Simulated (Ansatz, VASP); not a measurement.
# Cross-check of HfO2 between VASP and Ansatz, part 3 of 3

One calculation is typed for both programs; each brings its own data sets. How far apart do they land? The cell is generated by rule, not measured, and may not be a known phase. The cell is taken from a series of runs on this material, whose earlier steps may have relaxed, scaled, displaced or heated it; both programs get it as it stands.

VASP 6.6.1 and Ansatz 0.2.0.

So far: Set-up; VASP: zone-centre phonons, PBEsol.

The structure was built from a prototype and need not be the compound's stable phase.

## (3) Ansatz: zone-centre phonons, PBEsol

Level of this step: Ansatz beside VASP: Kohn-Sham DFT, plane waves, PBEsol (Ansatz).

Ansatz runs on its PAW soft_1 files.

The same cell, functional and mesh now go to Ansatz, which takes its cutoff from its data sets.

input.yaml reads:

```yaml
crystal:
  lattice:
    - [3.5674995251, 0.0, 0.0]
    - [0.0, 3.5674995251, 0.0]
    - [0.0, 0.0, 5.1666616297]
  atoms:
    - { symbol: Hf, position: [0.0, 0.0, 0.0] }
    - { symbol: Hf, position: [0.5, 0.5, 0.5] }
    - { symbol: O, position: [0.0, 0.5, 0.799870232] }
    - { symbol: O, position: [0.5, 0.0, 0.200129768] }
    - { symbol: O, position: [0.0, 0.5, 0.299870232] }
    - { symbol: O, position: [0.5, 0.0, 0.700129768] }
kpoints:
  mp_grid: { grid: [6, 6, 6] }
hamiltonian:
  xc: pbesol
  pseudopotentials: { kind: paw, azcp: { folder: soft_1 }, xc_functional: pbe }
scf:
  occupations: { method: fixed }
output:
  eigenvalues: true
phonons:
  method: dfpt
  dielectric: true
  rigid_motions: translations
```

Launch:

```sh
> ansatz run input.yaml --threads 8 --pin off --max-ram 16384MiB --backend cpu --events-out ev --progress --plain --runs-dir out
```

Numbers of over 12 decimals in the logs are rounded to 6 here.

The log of the run:

```text
Engine: ansatz 0.2.0, aarch64-unknown-linux-gnu
Pseudopotentials: kind: paw
Pseudopotential: Hf, paw, valence charge 26, recommended cutoff 420 eV (normal), soft_1/Hf.paw.azcp
Pseudopotential: O, paw, valence charge 6, recommended cutoff 420 eV (normal), soft_1/O.paw.azcp
Functional definition: PBEsol
  exchange = pbesol_x
  correlation = pbesol_c
Crystal: 6 atoms, lattice volume = 65.756 Å³
Basis set: ecut = 420 eV, 1277 PW (Γ), exchange–correlation on 48×48×72 points (8 copies of the dense FFT grid, shifted against one another)
Bands: 46, of which v1, the nominal top of the filled ones, is band 38 counted from 1 (37 counted from 0)
Symmetry: 16 space group operations
k-points: 112 of 216 (irreducible under 1 space group operation, time reversal used)
Non-local potential: Hf, projectors of the file, l = 0: 3, l = 1: 2, l = 2: 2, l = 3: 3
Non-local potential: O, projectors of the file, l = 0: 2, l = 1: 2, l = 2: 1
PAW form: soft (Blöchl's): semilocal exchange-correlation on the pseudo side does not see the compensation charge
PAW frozen core: Hf, regenerated for the run's functional, and the local potential with it (the file was generated under x = pbe(κ = 0.804, μ = 0.219515), c = pbe(β = 0.066725))
PAW frozen core: O, regenerated for the run's functional, and the local potential with it (the file was generated under x = pbe(κ = 0.804, μ = 0.219515), c = pbe(β = 0.066725))
PAW one-centre angular grid: Hf, 590 points (default); XC on 64 Gauss nodes
PAW one-centre angular grid: O, 110 points (default); XC on 64 Gauss nodes
Initial density: superposition of atomic densities (chi_scale 0.1, normalization cell, long waves kept (reshape's long-wave potential 0.00 eV rms))
Initial wavefunctions: pseudopotential atomic-orbital guess
Functional: x = pbesol(κ = 0.804, μ = 0.123457), c = pbesol(β = 0.046)
SCF iter   1: F=—  HF=-33453.181549 eV  |F-HF|=—  |Δ(HF+E_count)|=         —  Δρ=9.27e-2  dr2=4.27e0  ethr=3.10e-3  ⟨swp⟩=4.4  Hψ=14397  notcnv=0  defer=448
preconditioner: auto → Resta (q_TF=auto, 2.795 Å⁻¹)  ε∞=5.1  [insulator: Δε(μ)=3.588 eV  Ē_g=19.271 eV  n_scr=28 (ndim 8)  ℏωp=38.9 eV  f_vac=0.001  ε∞_Penn≈5.1]
SCF iter   2: F=—  HF=-33452.196502 eV  |F-HF|=—  |Δ(HF+E_count)|=   9.85e-1  Δρ=4.24e-2  dr2=1.00e0  ethr=3.10e-3  ⟨swp⟩=2.0  Hψ=10485  notcnv=0  defer=497
SCF iter   3: F=—  HF=-33451.918993 eV  |F-HF|=—  |Δ(HF+E_count)|=   2.78e-1  Δρ=2.18e-2  dr2=2.81e-1  ethr=1.32e-3  ⟨swp⟩=2.0  Hψ=8090  notcnv=0  defer=670
SCF iter   4: F=—  HF=-33451.846362 eV  |F-HF|=—  |Δ(HF+E_count)|=   7.26e-2  Δρ=7.77e-3  dr2=2.75e-2  ethr=3.70e-4  ⟨swp⟩=2.0  Hψ=9255  notcnv=0  defer=640
SCF iter   5: F=—  HF=-33451.860587 eV  |F-HF|=—  |Δ(HF+E_count)|=   1.42e-2  Δρ=3.60e-3  dr2=9.31e-3  ethr=3.61e-5  ⟨swp⟩=2.0  Hψ=7960  notcnv=0  defer=672
SCF iter   6: F=—  HF=-33451.856778 eV  |F-HF|=—  |Δ(HF+E_count)|=   3.81e-3  Δρ=7.94e-4  dr2=4.01e-4  ethr=1.23e-5  ⟨swp⟩=2.0  Hψ=9209  notcnv=0  defer=672
SCF iter   7: F=—  HF=-33451.857471 eV  |F-HF|=—  |Δ(HF+E_count)|=   6.93e-4  Δρ=4.72e-4  dr2=1.20e-4  ethr=5.27e-7  ⟨swp⟩=2.0  Hψ=9139  notcnv=0  defer=483
SCF iter   8: F=—  HF=-33451.857509 eV  |F-HF|=—  |Δ(HF+E_count)|=   3.79e-5  Δρ=7.12e-5  dr2=2.31e-6  ethr=1.58e-7  ⟨swp⟩=2.2  Hψ=8022  notcnv=0  defer=428
SCF iter   9: F=—  HF=-33451.857514 eV  |F-HF|=—  |Δ(HF+E_count)|=   5.10e-6  Δρ=9.60e-6  dr2=4.27e-8  ethr=3.04e-9  ⟨swp⟩=2.2  Hψ=9317  notcnv=0  defer=425
SCF iter  10: F=—  HF=-33451.857514 eV  |F-HF|=—  |Δ(HF+E_count)|=   3.96e-8  Δρ=1.15e-6  dr2=4.45e-10  ethr=5.62e-11  ⟨swp⟩=2.3  Hψ=9000  notcnv=0  defer=425
SCF iter  11: F=-33451.857514 eV  HF=-33451.857514 eV  |F-HF|=7.28e-12  |Δ(HF+E_count)|=  9.24e-10  Δρ=2.04e-7  dr2=2.12e-11  ethr=1.00e-12  ⟨swp⟩=5.7  Hψ=54066  notcnv=0
SCF 1 converged in 11 iterations: F = -33451.857514 eV  dr2 = 2.12e-11
  Residual-converged pass: ⟨swp⟩=1.1  Hψ=5751  notcnv=0  max |occ|·‖R‖ = 9.2e-9 eV (tolerance 1.0e-8 eV)  dr2=2.12e-11  dr2_onsite=7.19e-12  max |Δocc| = 0.0e0
  greatest PAW one-centre occupation: 0.999 electrons in one spin orbital (limit 2), on the Hf atom at site 1 (counted from 0), in its partial waves of l = 3
DFPT response loops at Γ: preconditioner auto → none (the input reference at scf.mixing.eps_inf says where Resta's filter doesn't serve); β = 0.50; Broyden in place of MSR1
── the response to a field inside a basis, on 6×6×6 k-points: an SCF that follows is theirs, and a resumed run solves both again ──
Bands: 39, of which v1, the nominal top of the filled ones, is band 38 counted from 1 (37 counted from 0)
k-points: 18 of 216
Initial density: handed on by an earlier stage of this run
Initial wavefunctions: pseudopotential atomic-orbital guess (no wavefunctions were taken with the density)
Eigensolver: Dense (18 Hₖ)
SCF iter   1: F=—  HF=-33451.786328 eV  |F-HF|=—  |Δ(HF+E_count)|=         —  Δρ=3.85e-4  dr2=1.83e-5  ethr=1.00e-1
preconditioner: auto → Resta (q_TF=auto, 2.795 Å⁻¹)  ε∞=6.5  [insulator: Δε(μ)=4.872 eV  Ē_g=16.618 eV  n_scr=28 (ndim 8)  ℏωp=38.9 eV  f_vac=0.055  ε∞_Penn≈6.5]
SCF iter   2: F=—  HF=-33451.786328 eV  |F-HF|=—  |Δ(HF+E_count)|=   5.68e-7  Δρ=2.04e-4  dr2=9.83e-6  ethr=2.40e-8
SCF iter   3: F=—  HF=-33451.786330 eV  |F-HF|=—  |Δ(HF+E_count)|=   2.02e-6  Δρ=1.18e-4  dr2=2.37e-6  ethr=1.29e-8
SCF iter   4: F=—  HF=-33451.786332 eV  |F-HF|=—  |Δ(HF+E_count)|=   1.56e-6  Δρ=5.09e-5  dr2=4.12e-7  ethr=3.12e-9
SCF iter   5: F=-33451.786332 eV  HF=-33451.786332 eV  |F-HF|=6.08e-9  |Δ(HF+E_count)|=   3.28e-7  Δρ=1.27e-5  dr2=5.50e-8  ethr=5.42e-10
SCF 1 converged in 5 iterations: F = -33451.786332 eV  dr2 = 5.50e-8
DFPT response loops at Γ: mixed as the last ones told, above
SCF converged after 11 iterations
Free energy (F): -33451.857514 eV
Harris-Foulkes:  -33451.857514 eV  (|F-HF|=7.28e-12)
Internal energy: -33451.857514 eV  (E = F + TS)
E sigma→0 (E₀):  -33451.857514 eV
Fermi energy:    13.779124 eV
--- Per-component energies (eV) ---
  E_band       = -9.967829
  E_kinetic    = 1485.740826
  E_local      = -14087.449647  (includes V_loc(G=0)·N_el)
  E_nonlocal   = 352.520790
  E_hartree    = 6708.376164
  E_xc         = -811.992414
  E_vxc        = -872.383884  (∫ρ·V_xc dr)
  E_paw        = -15785.767813  (= ΣΔE_a)
  E_vpaw       = -305.151411  (= ΣTr[D̂ρ^β])
  E_aug_tail   = 0.003090  (compensation charges beyond the density's cutoff)
  E_ewald      = -11315.931774
  E_core_change = 2.643264  (= ΣΔE_core)
  E_smearing   = -0.000000  (= −TS)
  E_closure    = 0.000000  (closes the sum)
  Σ components = -33451.857514   (vs F -33451.857514, Δ=0.00e0)
--- Band table (eV; the first three rows and the last of 112) ---
  k-point 0: bands = [... 34 lower, 13.1792, 13.6550, 13.6953, 13.6953, 18.3467, 18.4001, 19.5607, 19.8860, ... 4 higher]
  k-point 1: bands = [... 34 lower, 12.7022, 13.2333, 13.7136, 13.7136, 18.4830, 18.4988, 19.5626, 19.7640, ... 4 higher]
  k-point 2: bands = [... 34 lower, 13.0159, 13.0159, 13.7491, 13.7491, 18.7187, 18.8921, 19.4518, 19.5531, ... 4 higher]
  k-point 111: bands = [... 34 lower, 12.3754, 12.3754, 13.7791, 13.7791, 19.6616, 19.6616, 19.9068, 19.9068, ... 4 higher]
--- Phonons (Γ-DFPT): 5 representative perturbations + reference, on 112 of 216 k-points (Σ response iterations 21) ---
  k mesh reduced under 1 symmetry operation, with k and −k counted as one. Each operation leaves every solved perturbation unchanged. A smaller set is not considered because the run solves the response to a homogeneous field
  ASR residual: 7.783e-5 → 0.000e0 eV/Å²; symmetrization residual: 1.662e-5 eV/Å²
  ASR residual per site (eV/Å²): 7.78e-5 7.78e-5 5.57e-5 5.57e-5 5.57e-5 5.57e-5
  Γ frequencies (cm⁻¹): 0.00 0.00 0.00 77.76 77.76 99.10 99.10 222.85 297.09 314.34 440.39 440.39 456.43 456.43 589.76 650.08 662.27 662.27
  ε∞ (high-frequency dielectric tensor):
        5.349617     0.000000     0.000000
        0.000000     5.349617     0.000000
        0.000000     0.000000     4.847926
  ε⁰ (static dielectric tensor: ions relaxed, cell fixed):
      114.829877    -0.000000    -0.000000
       -0.000000   114.829877    -0.000000
       -0.000000    -0.000000    17.986458
  ε⁰ − ε∞ (ionic part):
      109.480259    -0.000000    -0.000000
       -0.000000   109.480259    -0.000000
       -0.000000    -0.000000    13.138533
  softest optical mode at Γ: 77.76 cm⁻¹; the repairs (sum rule, projections) moved no ω² at Γ by more than (2.46 cm⁻¹)²
  Born effective charges Z* (e; rows j = field, columns β = displacement):
    site 0:
         5.54954    0.00000   -0.00000
        -0.00000    5.54954   -0.00000
         0.00000    0.00000    4.85144
    site 1:
         5.54954    0.00000    0.00000
        -0.00000    5.54954    0.00000
         0.00000    0.00000    4.85144
    site 2:
        -2.11078   -0.00000   -0.00000
         0.00000   -3.43876   -0.00000
        -0.00000    0.00000   -2.42572
    site 3:
        -3.43876   -0.00000   -0.00000
         0.00000   -2.11078   -0.00000
        -0.00000   -0.00000   -2.42572
    site 4:
        -3.43876   -0.00000    0.00000
         0.00000   -2.11078    0.00000
         0.00000    0.00000   -2.42572
    site 5:
[...]
Z* charge neutrality: 3.075e-3 e pre-enforcement
  solved inside a basis spanned on kpoints, on 6×6×6 k-points, its susceptibility summed on 10×10×8: ε∞ is read to err by 1.4e-2, Z* by 2.8e-2 e (field_mesh: kpoints solves on kpoints); Z* is corrected for what the basis lacks
  optical modes at Γ without the LO–TO term, one row a degenerate level:
      ω (cm⁻¹)  modes    IR ((D/Å)²/amu)
[...]
optical modes at Γ + LO–TO along q̂ = [1.0000, 0.0000, 0.0000]:
      ω (cm⁻¹)  modes    IR ((D/Å)²/amu)
[...]
optical modes at Γ + LO–TO along q̂ = [0.0000, 1.0000, 0.0000]:
      ω (cm⁻¹)  modes    IR ((D/Å)²/amu)
[...]
optical modes at Γ + LO–TO along q̂ = [0.0000, 0.0000, 1.0000]:
      ω (cm⁻¹)  modes    IR ((D/Å)²/amu)
[...]
222.85      1             0.0000
        297.09      1             0.0000
        440.39      2             0.0000
        456.43      2            71.0731
        589.76      1             0.0000
        605.47      1            40.0245
        650.08      1             0.0000
        662.27      2             0.0000
```

Reading the cycles: dr2 is the Hartree energy of the density residual (eV), the measure of convergence; HF is the Harris–Foulkes estimate of the energy, which meets the free energy F at convergence.

## (4) Differences

Known differences besides the potentials themselves: fixed occupations in Ansatz, narrow Gaussian smearing in VASP; VASP's response is taken on the typed mesh, Ansatz refines its own for the field response alone; the data sets hold 76 valence electrons in Ansatz (on its PAW soft_1 files) and 44 in VASP; the cutoff is 420 eV in Ansatz and 600 eV in VASP; Ansatz makes its cores anew for this functional, VASP keeps those of its PBE data sets. Total energies have different zeros and are not compared.

The two programs side by side:

```csv
quantity,Ansatz,VASP,difference
ε∞ xx,5.35,5.29,+1.12 %
ε∞ yy,5.35,5.29,+1.12 %
ε∞ zz,4.85,4.80,+1.04 %
Born charge of Hf1 (mean of the diagonal) (e),5.32,5.28,+0.03
Born charge of O3 (mean of the diagonal) (e),-2.66,-2.64,-0.02
optical mode 1 to 2 (cm⁻¹),77.8,76.0,+2.30 %
optical mode 3 to 4 (cm⁻¹),99.1,98.4,+0.66 %
optical mode 5 (cm⁻¹),222.8,220.7,+0.96 %
optical mode 6 (cm⁻¹),297.1,294.2,+1.00 %
optical mode 7 (cm⁻¹),314.3,310.6,+1.20 %
optical mode 8 to 9 (cm⁻¹),440.4,441.7,-0.30 %
optical mode 10 to 11 (cm⁻¹),456.4,454.7,+0.38 %
optical mode 12 (cm⁻¹),589.8,588.7,+0.19 %
optical mode 13 (cm⁻¹),650.1,648.4,+0.26 %
optical mode 14 to 15 (cm⁻¹),662.3,661.8,+0.06 %
```

Modes are paired by rising frequency, not by their patterns, so a pair may set unlike modes beside each other; they are those without the splitting of longitudinal modes.

## (5) Outcome

```json
{
 "r.m.s. difference of the optical zone-centre modes, each program's sorted by frequency (zone-centre phonons, PBEsol)": "1.8 cm⁻¹",
 "difference in optical mode 1 to 2 (zone-centre phonons, PBEsol)": "+2.3 %"
}
```

In words: The r.m.s. difference of the optical zone-centre modes, each program's sorted by frequency is 1.8 cm⁻¹ (zone-centre phonons, PBEsol). The data sets hold unlike numbers of valence electrons (76 in Ansatz and 44 in VASP), so part of the differences comes from the potentials. Among the rows given in per cent, the largest difference of the zone-centre phonons, PBEsol pair is in optical mode 1 to 2, +2.3 %. How closely two codes agree says nothing of how well the functional describes the real material.

[Lines on the potential files, build, host, timing and source positions are cut from VASP's logs without a mark.]

[Logs are printed without paths, hosts, clocks, repeated set-up lines and the standing remarks that a program may print on its own settings, such as how far it seeks lower states.]

[Hosts, paths, dates, database ids (printed as entryN), source tags and the programs' standing remarks are cut or masked in the printed files.]
